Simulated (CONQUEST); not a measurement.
The system is AlN.

```
CELL_PARAMETERS angstrom
3.08863 0.00000 0.00000
0.00000 3.08863 0.00000
0.00000 0.00000 4.36799
ATOMIC_POSITIONS crystal
Al 0.00000 0.00000 0.00000
Al 0.50000 0.50000 0.50000
N 0.00000 0.50000 0.75000
N 0.50000 0.00000 0.25000
```

Measurements of this composition are mostly on another form, of space group No. 186.

Base run:

* Program: CONQUEST 1.3
* Functional: PBE
* Potentials or basis: PseudoDojo NC PBE, DZP, grid cutoff 150 Ha
* k mesh: 9 × 9 × 6
* Occupations: fermi-dirac, width 0.05 eV
* Spin: no spin polarisation

Its results: band gap on the k mesh 3.26 eV; pressure 7.1 GPa.

**Question.** After a change of settings the same cell gave: band gap on the k mesh 3.62 eV; pressure 11.4 GPa. Which change was it?
A. potentials or basis from PseudoDojo NC PBE, DZP, grid cutoff 150 Ha to PseudoDojo NC PBE, SZP, grid cutoff 150 Ha; k mesh from 9 × 9 × 6 to 5 × 5 × 4
B. potentials or basis from PseudoDojo NC PBE, DZP, grid cutoff 150 Ha to PseudoDojo NC PBE, DZ, grid cutoff 150 Ha
C. potentials or basis from PseudoDojo NC PBE, DZP, grid cutoff 150 Ha to PseudoDojo NC PBE, SZ, grid cutoff 150 Ha
D. potentials or basis from PseudoDojo NC PBE, DZP, grid cutoff 150 Ha to PseudoDojo NC PBE, SZP, grid cutoff 150 Ha; k mesh from 9 × 9 × 6 to 11 × 11 × 8

**Answer.** B.

Caveats: the box holds several primitive cells, so bands are folded and the points are those of the box's own zone; an odd mesh through Γ misses points on the zone boundary, where band edges often lie; the basis of atomic orbitals isn't converged, which shifts pressures, moduli and gaps; the real-space grid breaks the cell's symmetry a little; the atomic basis is small (some runs).
